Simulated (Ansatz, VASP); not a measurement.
# In3Ga13O24 (Ga1.6In0.4O3, monoclinic beta-Ga2O3 type): VASP beside Ansatz

Wanted: the spread between two codes on one cell, functional and k mesh. The cell is invented: As first built, before any earlier steps moved the atoms (in the runner's words): 1x2x1 conventional cells of the Ga2O3 type (40 atoms: 24 O, 13 Ga, 3 In); Ga/In share their sites, one random draw; start lattice of Ga2O3; atoms moved at random by 0.02 A. It may not be a known or stable phase. Of the first pair: The structure shown is the start of the Ansatz relaxation below; VASP solves that cell, so the two are compared at the walk's first step.

Main program and level: Ansatz 0.2.0; plane waves, with VASP 6.6.1 beside it; single point at PBE.

## Step 1: Set-up

The cell holds 40 atoms: 24 O, 13 Ga and 3 In. Its edges and angles: a = 12.214 Å, b = 6.074 Å, c = 5.798 Å, α = 90.0°, β = 103.8°, γ = 90.0°. It derives from Ga2O3 (Ga2O3 type, space group 12), repeated 1×2×1. As first built, before any earlier steps moved the atoms (in the runner's words): 1x2x1 conventional cells of the Ga2O3 type (40 atoms: 24 O, 13 Ga, 3 In); Ga/In share their sites, one random draw; start lattice of Ga2O3; atoms moved at random by 0.02 A.

## Step 2: Ansatz: relaxation, PBE

Ansatz runs on its default PAW (the set named soft_2) files.

The two programs are compared at the cell with which this relaxation starts, whose forces are those of its first step.

Input file input.yaml:

```yaml
crystal:
  lattice:
    - [12.214, 0.0, 0.0]
    - [0.0, 6.0742, 0.0]
    - [-1.38599, 0.0, 5.63001]
  atoms:
    - { symbol: O, position: [0.16471, 0.00035, 0.10649] }
    - { symbol: O, position: [0.33491, 0.25229, 0.88542] }
    - { symbol: O, position: [0.17203, 0.99374, 0.55862] }
    - { symbol: O, position: [0.32317, 0.24923, 0.4323] }
    - { symbol: O, position: [0.49627, 0.00052, 0.25594] }
    - { symbol: O, position: [0.99996, 0.24823, 0.74323] }
    - { symbol: O, position: [0.66449, 0.24496, 0.1081] }
    - { symbol: O, position: [0.83433, 0.99734, 0.89397] }
    - { symbol: O, position: [0.67233, 0.24989, 0.56634] }
    - { symbol: O, position: [0.82579, 0.99963, 0.43719] }
    - { symbol: O, position: [0.99604, 0.24597, 0.25687] }
    - { symbol: O, position: [0.50667, 0.99491, 0.74645] }
    - { symbol: O, position: [0.1655, 0.49789, 0.11691] }
    - { symbol: O, position: [0.33678, 0.74605, 0.89046] }
    - { symbol: O, position: [0.17452, 0.49938, 0.56563] }
    - { symbol: O, position: [0.32717, 0.7522, 0.44191] }
    - { symbol: O, position: [0.49461, 0.50067, 0.25495] }
    - { symbol: O, position: [0.00407, 0.74609, 0.74134] }
    - { symbol: O, position: [0.66464, 0.75296, 0.11387] }
    - { symbol: O, position: [0.83359, 0.49738, 0.8925] }
    - { symbol: O, position: [0.67, 0.74847, 0.56285] }
    - { symbol: O, position: [0.82863, 0.50227, 0.43564] }
    - { symbol: O, position: [0.99591, 0.74918, 0.26201] }
    - { symbol: O, position: [0.50354, 0.499, 0.74465] }
    - { symbol: Ga, position: [0.08985, 0.99935, 0.79064] }
    - { symbol: Ga, position: [0.40995, 0.24854, 0.20954] }
    - { symbol: Ga, position: [0.16, 0.24992, 0.31639] }
    - { symbol: Ga, position: [0.34078, 0.00346, 0.68596] }
    - { symbol: Ga, position: [0.5916, 0.24575, 0.79583] }
    - { symbol: Ga, position: [0.65577, 0.9933, 0.31294] }
    - { symbol: Ga, position: [0.84077, 0.25054, 0.69395] }
    - { symbol: Ga, position: [0.08922, 0.49795, 0.79533] }
    - { symbol: Ga, position: [0.34206, 0.49942, 0.68525] }
    - { symbol: Ga, position: [0.59123, 0.75171, 0.79093] }
    - { symbol: Ga, position: [0.90895, 0.50012, 0.20165] }
    - { symbol: Ga, position: [0.65948, 0.49718, 0.31747] }
    - { symbol: Ga, position: [0.84142, 0.75029, 0.68388] }
    - { symbol: In, position: [0.90885, 0.99342, 0.20138] }
    - { symbol: In, position: [0.41044, 0.74299, 0.20841] }
    - { symbol: In, position: [0.15546, 0.75249, 0.31102] }
kpoints:
  mp_grid: { grid: [2, 3, 3], shift: [0.5, 0.0, 0.0] }
hamiltonian:
  xc: pbe
scf:
  occupations: { method: fermi_dirac, width: 0.01 }
output:
  forces: true
  stress: true
relax:
  f_tol: 0.02
  max_steps: 45
  cell: { stress_tol: 0.1 }
```

The run is started by

```console
> ansatz run input.yaml --threads 8 --pin off --max-ram 15360MiB --backend cpu --events-out ev --progress --plain --runs-dir out
```

Numbers of over 12 decimals in the logs are rounded to 6 here.

What it wrote:

```text
The last accepted step is kept in <dir> (removed where the run ends without a failure and the disk answers)
Engine: ansatz 0.2.0, x86_64-unknown-linux-gnu
Pseudopotentials: kind: paw
Pseudopotential: O, paw, valence charge 6, recommended cutoff 420 eV (normal), O.paw.azcp
Pseudopotential: Ga, paw, valence charge 13, recommended cutoff 420 eV (normal), Ga.paw.azcp
Pseudopotential: In, paw, valence charge 13, recommended cutoff 420 eV (normal), In.paw.azcp
Functional definition: PBE
  parameter kappa = 0.804
  parameter beta = 0.066725
  exchange = pbe_x(kappa = kappa, mu = beta*pi^2/3)
  correlation = pbe_c(beta = beta)
Crystal: 40 atoms, lattice volume = 417.692 Å³
Basis set: ecut = 420 eV, 8175 PW (Γ), exchange–correlation on 180×90×80 points (8 copies of the dense FFT grid, shifted against one another)
Bands: 216, of which v1, the nominal top of the filled ones, is band 176 counted from 1 (175 counted from 0)
Symmetry: 1 space group operations
Space group: P1 (ITA 1), of the structure as read, at distance tolerance 7.5e-5 Å
k-points: 9 of 18 (time reversal used)
Non-local potential: O, projectors of the file, l = 0: 2, l = 1: 2, l = 2: 1
Non-local potential: Ga, projectors of the file, l = 0: 2, l = 1: 2, l = 2: 3, l = 3: 1
Non-local potential: In, projectors of the file, l = 0: 2, l = 1: 2, l = 2: 2, l = 3: 2
PAW form: soft (Blöchl's): semilocal exchange-correlation on the pseudo side does not see the compensation charge
PAW one-centre angular grid: O, 110 points (default); XC on 64 Gauss nodes
PAW one-centre angular grid: Ga, 590 points (default); XC on 64 Gauss nodes
PAW one-centre angular grid: In, 590 points (default); XC on 64 Gauss nodes
Initial density: superposition of atomic densities (neutral atoms: chi_scale 0, normalization atom), corrected by the library's trained network
Initial wavefunctions: pseudopotential atomic-orbital guess
Functional: x = pbe(κ = 0.804, μ = 0.219515), c = pbe(β = 0.066725)
SCF iter   1: F=—  HF=-79593.720307 eV  |F-HF|=—  |Δ(HF+E_count)|=         —  Δρ=1.73e-3  dr2=1.41e-2  ethr=1.77e-3  ⟨swp⟩=6.0  Hψ=7184  notcnv=0  defer=37
preconditioner: auto → Resta (q_TF=auto, 2.652 Å⁻¹)  ε∞=4.6  [insulator: Δε(μ)=2.587 eV  Ē_g=17.869 eV  σ=0.010 eV  W_gap=1.00  n_scr=140 (ndim 8)  ℏωp=34.1 eV  f_vac=0.010  D(μ)=0.00/eV (n_scr^D=0)  ε∞_Penn≈4.6]
SCF iter   2: F=—  HF=-79593.722634 eV  |F-HF|=—  |Δ(HF+E_count)|=   2.33e-3  Δρ=9.00e-4  dr2=5.25e-3  ethr=4.01e-6  ⟨swp⟩=2.0  Hψ=3889  notcnv=0  defer=296
SCF iter   3: F=—  HF=-79593.723456 eV  |F-HF|=—  |Δ(HF+E_count)|=   8.21e-4  Δρ=2.29e-4  dr2=4.65e-4  ethr=1.49e-6  ⟨swp⟩=2.2  Hψ=2795  notcnv=0  defer=296
SCF iter   4: F=—  HF=-79593.723311 eV  |F-HF|=—  |Δ(HF+E_count)|=   1.44e-4  Δρ=1.20e-4  dr2=1.10e-4  ethr=1.32e-7  ⟨swp⟩=2.0  Hψ=3008  notcnv=0  defer=296
SCF iter   5: F=—  HF=-79593.723276 eV  |F-HF|=—  |Δ(HF+E_count)|=   3.58e-5  Δρ=4.88e-5  dr2=1.54e-5  ethr=3.12e-8  ⟨swp⟩=2.0  Hψ=3016  notcnv=0  defer=296
SCF iter   6: F=—  HF=-79593.723403 eV  |F-HF|=—  |Δ(HF+E_count)|=   1.27e-4  Δρ=1.50e-5  dr2=1.29e-6  ethr=4.37e-9  ⟨swp⟩=2.0  Hψ=3230  notcnv=0  defer=296
SCF iter   7: F=—  HF=-79593.723403 eV  |F-HF|=—  |Δ(HF+E_count)|=   1.60e-7  Δρ=5.25e-6  dr2=1.13e-7  ethr=3.66e-10  ⟨swp⟩=2.0  Hψ=3016  notcnv=0  defer=296
SCF iter   8: F=-79593.723403 eV  HF=-79593.723403 eV  |F-HF|=6.10e-8  |Δ(HF+E_count)|=   4.71e-9  Δρ=2.71e-6  dr2=2.52e-8  ethr=2.84e-11  ⟨swp⟩=4.0  Hψ=6349  notcnv=0
SCF 1 converged in 8 iterations: F = -79593.723403 eV  dr2 = 2.52e-8
  greatest PAW one-centre occupation: 0.998 electrons in one spin orbital (limit 2), on the Ga atom at site 26 (counted from 0), in its partial waves of l = 2
relax step   1: F+E_penalty+E_count = -79593.72340270 eV  Δ(F+E_penalty+E_count) = +0.000e0 eV  max|allowed force component| = 7.061e0 eV/Å  Δτ_max = 0.0000 Å  P = +26.809 GPa  Ω = 417.692 Å³  (8 SCF iters, dr2 threshold 1.00e-7 eV, accepted)
Crystal: 40 atoms, lattice volume = 449.571 Å³
Basis set: ecut = 420 eV, 8791 PW (Γ), exchange–correlation on 180×90×80 points (8 copies of the dense FFT grid, shifted against one another)
Initial density: handed on by an earlier stage of this run
Initial wavefunctions: those handed on with the density
iter 1 solved again at ethr=3.62e-4 eV; its pass at ethr=3.10e-3 eV (dr2=1.27e0 eV) is discarded
SCF iter   1: F=—  HF=-79600.391591 eV  |F-HF|=—  |Δ(HF+E_count)|=         —  Δρ=2.08e-2  dr2=1.26e0  ethr=3.62e-4  ⟨swp⟩=4.9  Hψ=8766  notcnv=0
preconditioner: auto → Resta (q_TF=auto, 2.619 Å⁻¹)  ε∞=4.7  [insulator: Δε(μ)=1.933 eV  Ē_g=17.181 eV  σ=0.010 eV  W_gap=1.00  n_scr=146 (ndim 8)  ℏωp=32.9 eV  f_vac=0.031  D(μ)=0.00/eV (n_scr^D=0)  ε∞_Penn≈4.7]
SCF iter   2: F=—  HF=-79600.084554 eV  |F-HF|=—  |Δ(HF+E_count)|=   3.07e-1  Δρ=8.20e-3  dr2=1.62e-1  ethr=3.57e-4  ⟨swp⟩=4.6  Hψ=3853  notcnv=0
[...]
iter 1 solved again at ethr=1.05e-7 eV; its pass at ethr=3.10e-3 eV (dr2=3.69e-4 eV) is discarded
SCF iter   1: F=—  HF=-79600.907977 eV  |F-HF|=—  |Δ(HF+E_count)|=         —  Δρ=2.34e-4  dr2=7.38e-6  ethr=1.05e-7  ⟨swp⟩=4.3  Hψ=12860  notcnv=0
[...]
SCF converged after 5 iterations
Free energy (F): -79600.910878 eV
Harris-Foulkes:  -79600.910878 eV  (|F-HF|=2.35e-8)
Internal energy: -79600.910878 eV  (E = F + TS)
E sigma→0 (E₀):  -79600.910878 eV
Fermi energy:    8.463397 eV
--- Per-component energies (eV) ---
  E_band       = -559.938540
  E_kinetic    = 6438.333603
  E_local      = -35314.322028  (includes V_loc(G=0)·N_el)
  E_nonlocal   = 7895.412572
  E_hartree    = 15521.354402
  E_xc         = -3280.008955
  E_vxc        = -3272.927641  (∫ρ·V_xc dr)
  E_paw        = -42255.281065  (= ΣΔE_a)
  E_vpaw       = -7349.199303  (= ΣTr[D̂ρ^β])
  E_aug_tail   = 0.057635  (compensation charges beyond the density's cutoff)
  E_ewald      = -28606.457042
  E_smearing   = -0.000000  (= −TS)
  E_closure    = -0.000000  (closes the sum)
  Σ components = -79600.910878   (vs F -79600.910878, Δ=0.00e0)
--- Forces (eV/Å), atoms counted from 1 ---
  atom   1  O     -0.00186571     0.00169022    -0.00202739
  atom   2  O      0.00095802     0.00042815     0.00113318
  atom   3  O     -0.00319721     0.00093523    -0.00108671
  atom   4  O      0.00150691     0.00038260     0.00013618
  atom   5  O      0.00243229    -0.00168215     0.00081828
  atom   6  O     -0.00305337     0.00004996    -0.00151371
  atom   7  O      0.00073070     0.00014978    -0.00134625
  atom   8  O     -0.00110388     0.00095617    -0.00165447
  atom   9  O      0.00156777    -0.00099897     0.00103539
  atom  10  O     -0.00276727     0.00212730     0.00089276
  atom  11  O     -0.00412057     0.00033282    -0.00008282
  atom  12  O      0.00424988     0.00061374     0.00039974
  atom  13  O     -0.00183054     0.00011768    -0.00126749
  atom  14  O      0.00063613    -0.00080299    -0.00465763
  atom  15  O     -0.00259824    -0.00145931    -0.00116045
  atom  16  O     -0.00003415    -0.00082388     0.00428047
  atom  17  O      0.00203357     0.00071939     0.00021678
  atom  18  O     -0.00407922     0.00001524    -0.00123986
  atom  19  O      0.00120191     0.00011897    -0.00280785
  atom  20  O     -0.00083403    -0.00084958    -0.00042665
  atom  21  O     -0.00023950    -0.00108182     0.00146888
  atom  22  O     -0.00242881    -0.00068078    -0.00100070
  atom  23  O     -0.00119509    -0.00083862    -0.00075439
  atom  24  O      0.00304940     0.00012409     0.00026863
[...]
atom  33  Ga    -0.00199146     0.00222543     0.00012574
  atom  34  Ga    -0.00384982     0.00078216     0.00173021
  atom  35  Ga     0.00397069     0.00100445     0.00160134
  atom  36  Ga     0.00019206     0.00044692     0.00035539
  atom  37  Ga     0.00136730    -0.00119237     0.00140641
  atom  38  In     0.00361968    -0.00053090    -0.00034594
  atom  39  In    -0.00022086     0.00033277    -0.00294978
  atom  40  In     0.00537989    -0.00100124     0.00292394
  max |Σ_I F_I| component: 7.94e-6 eV/Å
--- Stress (GPa, compression-positive) ---
        0.019386       0.003396      -0.007723
        0.003396       0.013517      -0.002576
       -0.007723      -0.002576       0.025224
  P = ⅓ Tr σ = 0.0194 GPa (0.194 kbar)
--- Relaxed structure (8 steps of the walk, 8 accepted, 2 SCFs on fresh bases) ---
  F+E_penalty+E_count = -79600.91087770 eV   max|allowed force component| = 5.380e-3 eV/Å   (the final SCF, on the basis selected at the relaxed cell)
  cell:  # Å, volume = 463.5093 Å³
    - [12.595314, 0.013030, -0.00338567]
    - [0.00647988, 6.305133, -0.00308398]
    - [-1.430820, -0.00433701, 5.836929]
  atoms:
    - { symbol: O, position: [0.159858, 0.015517, 0.098865] }
    - { symbol: O, position: [0.344061, 0.247077, 0.892095] }
    - { symbol: O, position: [0.173252, 1.015439, 0.569174] }
    - { symbol: O, position: [0.327443, 0.246647, 0.433892] }
    - { symbol: O, position: [0.503620, 0.018542, 0.268792] }
    - { symbol: O, position: [0.998405, 0.247280, 0.736933] }
    - { symbol: O, position: [0.669957, 0.246385, 0.109586] }
    - { symbol: O, position: [0.827017, 0.996352, 0.864498] }
    - { symbol: O, position: [0.673110, 0.254606, 0.568718] }
    - { symbol: O, position: [0.817334, 0.996271, 0.447464] }
    - { symbol: O, position: [1.000022, 0.271894, 0.257719] }
    - { symbol: O, position: [0.507223, 0.997919, 0.752572] }
    - { symbol: O, position: [0.168250, 0.482669, 0.094771] }
    - { symbol: O, position: [0.329233, 0.750939, 0.874403] }
    - { symbol: O, position: [0.176367, 0.482196, 0.573535] }
    - { symbol: O, position: [0.331951, 0.749155, 0.461075] }
    - { symbol: O, position: [0.503430, 0.476746, 0.264069] }
    - { symbol: O, position: [0.00558745, 0.748077, 0.747192] }
    - { symbol: O, position: [0.658391, 0.747836, 0.113764] }
    - { symbol: O, position: [0.836215, 0.498923, 0.885105] }
    - { symbol: O, position: [0.670656, 0.741258, 0.564906] }
    - { symbol: O, position: [0.823726, 0.497935, 0.432377] }
    - { symbol: O, position: [0.988419, 0.735331, 0.260214] }
    - { symbol: O, position: [0.505778, 0.498149, 0.753567] }
    - { symbol: Ga, position: [0.087327, 1.003145, 0.789950] }
    - { symbol: Ga, position: [0.410204, 0.248116, 0.206058] }
    - { symbol: Ga, position: [0.160221, 0.252573, 0.312819] }
    - { symbol: Ga, position: [0.343178, 0.00117448, 0.687698] }
    - { symbol: Ga, position: [0.591123, 0.248471, 0.799508] }
    - { symbol: Ga, position: [0.658379, 1.001533, 0.316303] }
    - { symbol: Ga, position: [0.836371, 0.249190, 0.682635] }
    - { symbol: Ga, position: [0.087092, 0.491880, 0.790352] }
    - { symbol: Ga, position: [0.342817, 0.496744, 0.691813] }
    - { symbol: Ga, position: [0.591395, 0.747016, 0.797740] }
    - { symbol: Ga, position: [0.903674, 0.498733, 0.198208] }
    - { symbol: Ga, position: [0.659962, 0.493718, 0.316659] }
    - { symbol: Ga, position: [0.838410, 0.745682, 0.680501] }
    - { symbol: In, position: [0.903066, 1.009721, 0.198622] }
    - { symbol: In, position: [0.415239, 0.747734, 0.205114] }
    - { symbol: In, position: [0.157729, 0.746454, 0.314943] }
```

The column dr2 measures how far the density is from self-consistency, as an energy; F and HF (Harris–Foulkes) agree once it is small.

[end of part 1 of 2]

[Lines on the potential files, build, host, timing and source positions are cut from VASP's logs without a mark.]

[Logs are printed without paths, hosts, clocks, repeated set-up lines and the standing remarks that a program may print on its own settings, such as how far it seeks lower states.]

[Hosts, paths, dates, database ids (printed as entryN), source tags and the programs' standing remarks are cut or masked in the printed files.]
